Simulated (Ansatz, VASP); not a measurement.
# Cross-check of BeIn26P27 between VASP and Ansatz

One calculation is typed for both programs; each brings its own data sets and cutoff. How far apart do they land? The structure shown is the end of the VASP relaxation below.

Method: plane waves, with VASP 6.6.1 beside it; single point at PBEsol, in Ansatz 0.2.0.

### Step 1. Set-up

The cell holds 54 atoms: 1 Be, 26 In and 27 P. Cell: a = 12.581 Å, b = 12.581 Å, c = 12.581 Å, α = 60.0°, β = 60.0°, γ = 60.0°. It derives from InP. Nearest the centre at fractional (0.000, 0.000, 0.000): Be1 at 0.00 Å, P52 at 2.27 Å, P48 at 2.27 Å, P36 at 2.28 Å, P54 at 2.28 Å, In2 at 4.10 Å, In19 at 4.11 Å, In6 at 4.11 Å.

### Step 2. VASP: relaxation, PBEsol

This run makes the geometry at which the two programs are then compared.

Lines of VASP's logs that name or quote its potential files are left out, and so is its time.

INCAR

```
SYSTEM = BeIn26P27
PREC = Normal
ENCUT = 300
EDIFF = 1E-05
NELM = 120
ISMEAR = 0
SIGMA = 0.05
LREAL = Auto
ALGO = Fast
GGA = PS
NBANDS = 152
ISPIN = 2
MAGMOM = 0.6 0 0 0 0 0 0 0 0 0 0 0 0 0 0 0 0 0 0 0 0 0 0 0 0 0 0 0 0 0 0 0 0 0 0 0.6 0 0 0 0 0 0 0 0 0 0 0 0.6 0 0 0 0.6 0 0
LORBIT = 11
LWAVE = True
LCHARG = .TRUE.
KPAR = 4
NCORE = 2
IBRION = 2
NSW = 50
ISIF = 2
EDIFFG = -0.03
POTIM = 0.4
MAXMIX = 40
ISYM = 0
```

POSCAR

```
BeIn26P27
1.0
    0.0000000000      8.8963207311      8.8963207311
    8.8963207311      0.0000000000      8.8963207311
    8.8963207311      8.8963207311      0.0000000000
Be In P
1 26 27
Direct
    0.0006450800      0.0015145400      0.9989094400
    0.0000000000      0.0000000000      0.3333333300
    0.0000000000      0.0000000000      0.6666666700
    0.0000000000      0.3333333300      0.0000000000
    0.0000000000      0.3333333300      0.3333333300
    0.0000000000      0.3333333300      0.6666666700
    0.0000000000      0.6666666700      0.0000000000
    0.0000000000      0.6666666700      0.3333333300
    0.0000000000      0.6666666700      0.6666666700
    0.3333333300      0.0000000000      0.0000000000
    0.3333333300      0.0000000000      0.3333333300
    0.3333333300      0.0000000000      0.6666666700
    0.3333333300      0.3333333300      0.0000000000
    0.3333333300      0.3333333300      0.3333333300
    0.3333333300      0.3333333300      0.6666666700
    0.3333333300      0.6666666700      0.0000000000
    0.3333333300      0.6666666700      0.3333333300
    0.3333333300      0.6666666700      0.6666666700
    0.6666666700      0.0000000000      0.0000000000
    0.6666666700      0.0000000000      0.3333333300
    0.6666666700      0.0000000000      0.6666666700
    0.6666666700      0.3333333300      0.0000000000
    0.6666666700      0.3333333300      0.3333333300
    0.6666666700      0.3333333300      0.6666666700
    0.6666666700      0.6666666700      0.0000000000
    0.6666666700      0.6666666700      0.3333333300
    0.6666666700      0.6666666700      0.6666666700
    0.2500000000      0.2500000000      0.2500000000
    0.2500000000      0.2500000000      0.5833333300
    0.2500000000      0.2500000000      0.9166666700
    0.2500000000      0.5833333300      0.2500000000
    0.2500000000      0.5833333300      0.5833333300
    0.2500000000      0.5833333300      0.9166666700
    0.2500000000      0.9166666700      0.2500000000
    0.2500000000      0.9166666700      0.5833333300
    0.2520036500      0.9167572000      0.9122584200
    0.5833333300      0.2500000000      0.2500000000
    0.5833333300      0.2500000000      0.5833333300
    0.5833333300      0.2500000000      0.9166666700
    0.5833333300      0.5833333300      0.2500000000
    0.5833333300      0.5833333300      0.5833333300
    0.5833333300      0.5833333300      0.9166666700
    0.5833333300      0.9166666700      0.2500000000
    0.5833333300      0.9166666700      0.5833333300
    0.5833333300      0.9166666700      0.9166666700
    0.9166666700      0.2500000000      0.2500000000
    0.9166666700      0.2500000000      0.5833333300
    0.9172234400      0.2507339600      0.9173617400
    0.9166666700      0.5833333300      0.2500000000
    0.9166666700      0.5833333300      0.5833333300
    0.9166666700      0.5833333300      0.9166666700
    0.9150037000      0.9133206800      0.2516240800
    0.9166666700      0.9166666700      0.5833333300
    0.9210736000      0.9112562200      0.9139898400
```

KPOINTS

```
Automatic mesh
0
Gamma
2 2 2
0 0 0
```

The projector-augmented-wave data sets are Be, In and P (PBE family, release 64).

Started as:

```console
> mpirun -np 8 vasp_std
```

Numbers of over 12 decimals in the logs are rounded to 6 here.

Output:

```text
[banner, memory and clock lines left out]
running    8 mpi-ranks, on    1 nodes
[...]
|                                                                             |
|               ----> ADVICE to this user running VASP <----                  |
|                                                                             |
|     You enforced a specific xc type in the INCAR file but a different       |
|     [... a line on the potential file left out ...]
|     I HOPE YOU KNOW WHAT YOU ARE DOING!                                     |
|                                                                             |

 LDA part: xc-table for (Slater+PW92), standard interpolation
 POSCAR, INCAR and KPOINTS ok, starting setup
[...]
entering main loop
       N       E                     dE             d eps       ncg     rms          rms(c)
DAV:   1     0.640761765100E+03    0.64076E+03   -0.54862E+04  4864   0.725E+02
DAV:   2    -0.181845235898E+03   -0.82261E+03   -0.78744E+03  5888   0.147E+02
[...]
RMM:  14    -0.243086960498E+03    0.21569E-04   -0.21874E-04  5181   0.294E-02    0.716E-02
RMM:  15    -0.243086952456E+03    0.80424E-05   -0.20252E-04  4864   0.224E-02    0.261E-02
RMM:  16    -0.243086955137E+03   -0.26813E-05   -0.29835E-05  3630   0.116E-02
   1 F= -.24308696E+03 E0= -.24308036E+03  d E =-.243087E+03  mag=     0.0001
[... from here on, the cycles between the ionic steps are left out ...]
   2 F= -.24347724E+03 E0= -.24347027E+03  d E =-.390283E+00  mag=     0.0002
   3 F= -.24407924E+03 E0= -.24407208E+03  d E =-.992286E+00  mag=    -0.0000
   4 F= -.24408926E+03 E0= -.24408218E+03  d E =-.100231E+01  mag=     0.0001
   5 F= -.24429360E+03 E0= -.24428603E+03  d E =-.204337E+00  mag=     0.0000
   6 F= -.24431435E+03 E0= -.24430650E+03  d E =-.225088E+00  mag=     0.0000
   7 F= -.24435504E+03 E0= -.24434669E+03  d E =-.406840E-01  mag=     0.0000
   8 F= -.24435712E+03 E0= -.24434868E+03  d E =-.427699E-01  mag=     0.0000
   9 F= -.24436104E+03 E0= -.24435266E+03  d E =-.392092E-02  mag=    -0.0001
 trial-energy change:   -0.003921  1 .order   -0.003869   -0.006261   -0.001477
 step:   2.4829(harm=  2.5292)  dis= 0.00928  next Energy=  -244.361254 (dE=-0.413E-02)
 reached required accuracy - stopping structural energy minimisation
 writing wavefunctions
```

From OUTCAR (step 2):

```text
  FREE ENERGIE OF THE ION-ELECTRON SYSTEM (eV)
  ---------------------------------------------------
  free  energy   TOTEN  =      -244.3610426370 eV

  energy  without entropy=     -244.3442734840  energy(sigma->0) =     -244.35265806

 reached required accuracy - stopping structural energy minimisation

 magnetization (x)
# of ion       s       p       d       tot
------------------------------------------
    1       -0.000  -0.000   0.000  -0.000
    2       -0.000  -0.000   0.000  -0.000
    3       -0.000  -0.000  -0.000  -0.000
    4       -0.000  -0.000   0.000  -0.000
    5       -0.000  -0.000   0.000  -0.000
    6       -0.000  -0.000   0.000  -0.000
    7       -0.000  -0.000  -0.000  -0.000
    8       -0.000  -0.000   0.000  -0.000
    9       -0.000   0.000  -0.000  -0.000
   10       -0.000  -0.000   0.000  -0.000
   11       -0.000  -0.000  -0.000  -0.000
   12       -0.000  -0.000   0.000  -0.000
   13       -0.000  -0.000  -0.000  -0.000
[...]
--------------------------------------------------
tot         -0.000  -0.000  -0.000  -0.000

[... 1 further part left out ...]
```

The PAW data sets were made with PBE, which is usual practice but a small mismatch for other functionals. The data set In keeps the semicore shell frozen, which is cheaper and a little less accurate.

(Continued in part 2 of 2.)

[Lines on the potential files, build, host, timing and source positions are cut from VASP's logs without a mark.]

[Logs are printed without paths, hosts, clocks, repeated set-up lines and the standing remarks that a program may print on its own settings, such as how far it seeks lower states.]

[Hosts, paths, dates, database ids (printed as entryN), source tags and the programs' standing remarks are cut or masked in the printed files.]
